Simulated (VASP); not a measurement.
Here is a VASP 6.6.1 calculation.

INCAR

```
SYSTEM = BaO
PREC = Accurate
ENCUT = 520
EDIFF = 1E-6
ISMEAR = 0
SIGMA = 0.02
LREAL = .False.
LASPH = .True.
NELM = 100
ALGO = Normal
ISIF = 2
LWAVE = .False.
LCHARG = .True.
GGA = PS
LVHAR = .True.
```

Contents of KPOINTS:

```
Automatic mesh
0
Gamma
  8 8 8
  0 0 0
```

File POSCAR:

```
BaO                                     
1.0
   -0.0000000000      2.7660130570      2.7660130570
    2.7660130570     -0.0000000000      2.7660130570
    2.7660130570      2.7660130570      0.0000000000
  Ba              O             
     1     1
Direct
     0.0000000000000000    0.0000000000000000    0.0000000000000000
     0.5000000000000000    0.5000000000000000    0.5000000000000000
```

Potentials or basis: VASP PAW PBE potentials, release 64 (Ba_sv, O).

Run with:

```console
$ cat potpaw_PBE.64/Ba_sv/POTCAR potpaw_PBE.64/O/POTCAR > POTCAR
$ mpirun -np 1 vasp_std > vasp.out
```

Q: Predict the pressure.

A: 0.1 GPa.

Q: What does it give for the band gap on the k mesh?

A: 1.86 eV, direct.

Caveat: the PAW data sets were made with another functional, which shifts forces and pressure a little; spin-orbit coupling is left out, which moves the levels of the heavy elements. Expect the measured gap to be larger: semilocal functionals such as PBEsol lack the derivative discontinuity.
